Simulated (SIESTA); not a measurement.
MoS2, a slab with vacuum:

```
Mo S
1.0
     3.18372    0.00000    0.00000
    -1.59186    2.75718    0.00000
     0.00000    0.00000   34.47924
Mo S
4 8
Direct
  0.33333 0.66667 0.09356
  0.33333 0.66667 0.72090
  0.66667 0.33333 0.27910
  0.66667 0.33333 0.90644
  0.66667 0.33333 0.04855
  0.66667 0.33333 0.67591
  0.33333 0.66667 0.23409
  0.33333 0.66667 0.86143
  0.66667 0.33333 0.13857
  0.66667 0.33333 0.76591
  0.33333 0.66667 0.32409
  0.33333 0.66667 0.95145
```

| Quantity | Value |
| --- | --- |
| Program | SIESTA 5.4.2 |
| Task | single point |
| Functional | PBEsol |
| Potentials or basis | PseudoDojo 0.4 standard (PBEsol files) |
| Basis | DZP (energy shift 0.003 Ry; two zetas on semicore shells) |
| Grid cutoff | 800 Ry |
| Energy shift | 0.003 Ry |
| k mesh | 10 × 10 × 1 |
| Occupations | fermi-dirac, width 0.05 eV |
| Spin | no spin polarisation |

On this cell: largest force 0.297 eV/Å; band gap on the k mesh 1.23 eV, indirect (least direct gap 1.90 eV).

The same run follows on a disturbed copy (atoms moved at random, drawn with an rms of 0.05 Å):

```
CELL_PARAMETERS angstrom
3.18372 0.00000 0.00000
-1.59186 2.75718 0.00000
0.00000 0.00000 34.47924
ATOMIC_POSITIONS crystal
Mo 0.33316 0.67437 0.09329
Mo 0.33496 0.67339 0.72135
Mo 0.67294 0.35143 0.27968
Mo 0.68250 0.35293 0.90571
S 0.66339 0.33855 0.04908
S 0.65473 0.34214 0.67619
S 0.32906 0.66127 0.23545
S 0.33351 0.66894 0.86176
S 0.66852 0.33572 0.13970
S 0.68024 0.34847 0.76503
S 0.33940 0.65420 0.32433
S 0.33840 0.66230 0.95154
```

Task: What does the disturbed cell give?

Result: The energy moves by +18.1 meV/atom; largest force 1.699 eV/Å; band gap on the k mesh 1.02 eV, indirect (least direct gap 1.73 eV).

Forces on the atoms (eV/Å):
```
Mo   0.073 -0.211  1.160
Mo  -0.185  0.344 -0.834
Mo   0.583 -1.586  0.175
Mo  -0.217 -1.161  1.017
S    0.056  0.079 -0.696
S    0.450 -0.084 -0.271
S   -0.043  0.709 -0.869
S    0.253  0.543 -0.943
S   -0.127  0.132 -0.464
S   -0.265 -0.260  1.161
S   -0.539  0.877  0.635
S   -0.037  0.617 -0.071
```

Stress tensor (GPa, compression positive):
```
 0.17 -0.07 -1.36
-0.07 -0.99  0.13
-1.36  0.13  2.64
```

Caveats: the basis of atomic orbitals isn't converged, which shifts pressures, moduli and gaps.

A k mesh can miss the band edges.
